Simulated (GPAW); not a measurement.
WC (Qusongite): band structure with PBEsol

WC (Qusongite):

```
W C
1.0
     2.90650    0.00000    0.00000
    -1.45325    2.51710    0.00000
     0.00000    0.00000    2.83660
W C
1 1
Direct
  0.00000 0.00000 0.00000
  0.66667 0.33333 0.50000
```

```
Program             : GPAW 26.7.0
Task                : band structure
Functional          : PBEsol
Potentials or basis : PAW data sets generated in the run's folder for this functional
Cutoff              : 800 eV
Basis               : pw
k mesh              : 10 × 10 × 9
Occupations         : fermi-dirac, width 0.05 eV
Spin                : no spin polarisation
Maxiter             : 150
Band path           : GMKGALHA,LM,KH
Band points         : 80
```

- Pressure: -4.0 GPa
- Band gap along the path: none (metal or under the smearing width)

Stress tensor (GPa, compression positive):
```
-3.51  0.00  0.00
 0.00 -3.51  0.00
 0.00  0.00 -4.91
```

Levels at the corners of the path, in eV from the Fermi level:
| point | band 6 | band 7 | band 8 | band 9 | band 10 | band 11 | band 12 | band 13 |
| --- | --- | --- | --- | --- | --- | --- | --- | --- |
| Γ | -4.31 | -3.32 | -3.32 | 0.11 | 3.22 | 3.22 | 5.65 | 5.65 |
| M | -7.02 | -3.60 | -3.57 | -0.44 | 2.33 | 4.54 | 4.90 | 6.88 |
| K | -6.55 | -4.57 | -3.44 | 0.60 | 1.00 | 2.07 | 3.22 | 9.22 |
| Γ | -4.31 | -3.32 | -3.32 | 0.11 | 3.22 | 3.22 | 5.65 | 5.65 |
| A | -8.62 | -2.00 | -2.00 | -0.59 | -0.59 | 3.69 | 4.54 | 4.54 |
| L | -6.44 | -4.30 | -4.18 | 0.30 | 4.44 | 5.32 | 6.66 | 9.21 |
| H | -7.21 | -5.39 | -1.59 | -0.64 | 4.41 | 6.41 | 7.62 | 9.13 |
| A | -8.62 | -2.00 | -2.00 | -0.59 | -0.59 | 3.69 | 4.54 | 4.54 |
| L | -6.44 | -4.30 | -4.18 | 0.30 | 4.44 | 5.32 | 6.66 | 9.21 |
| M | -7.02 | -3.60 | -3.57 | -0.44 | 2.33 | 4.54 | 4.90 | 6.88 |
| K | -6.55 | -4.57 | -3.44 | 0.60 | 1.00 | 2.07 | 3.22 | 9.22 |
| H | -7.21 | -5.39 | -1.59 | -0.64 | 4.41 | 6.41 | 7.62 | 9.13 |

Run time: 91 s on 1 thread of Intel(R) Xeon(R) Processor @ 2.50GHz (Skylake/Cascade Lake), on a shared host, peak memory 0.25 GiB.

Caveat: spin-orbit coupling is left out, which moves the levels of the heavy elements.
